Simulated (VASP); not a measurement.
## CaF3 under changes of volume

One of the cells (11.859 Å³/atom); the others are scaled copies at fixed shape and fractional positions:

```xyz
4
Lattice="-1.9120 1.9120 3.2440 1.9120 -1.9120 3.2440 1.9120 1.9120 -3.2440" Properties=species:S:1:pos:R:3 pbc="T T T"
Ca    0.0000    0.0000    0.0000
F     0.0000    0.0000    3.2440
F     1.9120    0.0000    1.6220
F     0.0000    1.9120    1.6220
```

The cell comes from a database or a generator and needn't be the stable form of this composition.

| Quantity | Value |
| --- | --- |
| Program | VASP 6.6.1 |
| Functional | PBEsol |
| Potentials or basis | VASP PAW PBE potentials, release 64 (Ca_sv, F) |
| Cutoff | 520 eV |
| k mesh | 10 × 10 × 10 |
| Occupations | fermi-dirac, width 0.05 eV |
| Spin | no spin polarisation |

```csv
volume (Å³/atom),energy over the lowest point (meV/atom),pressure (GPa)
10.929,?,?
11.162,0.00,-0.5
11.394,1.40,-2.2
11.859,10.78,-5.0
12.092,18.28,-6.1
12.324,27.35,-7.1
```

What does the run at 10.929 Å³/atom give?

Energy over the lowest point 1.15 meV/atom; pressure 1.3 GPa.

Worked out: A Birch-Murnaghan fit of order 3 (a polynomial in V^(-2/3)) to the other rows has its minimum at 11.15 Å³/atom, just outside them, with B0 = V·E''(V) = 85 GPa and B' = 4.7 at fixed shape and positions, which overstates the stiffness. It gives 1.16 meV/atom at 10.929 Å³/atom, against the run's 1.15, and -dE/dV = 1.8 GPa, against 1.3.

Energies are extrapolated to zero smearing.

Caveats: the PAW data sets were made with another functional, which shifts forces and pressure a little; an odd number of electrons without spin polarisation forces a metal; a magnetic or distorted state may lie lower.
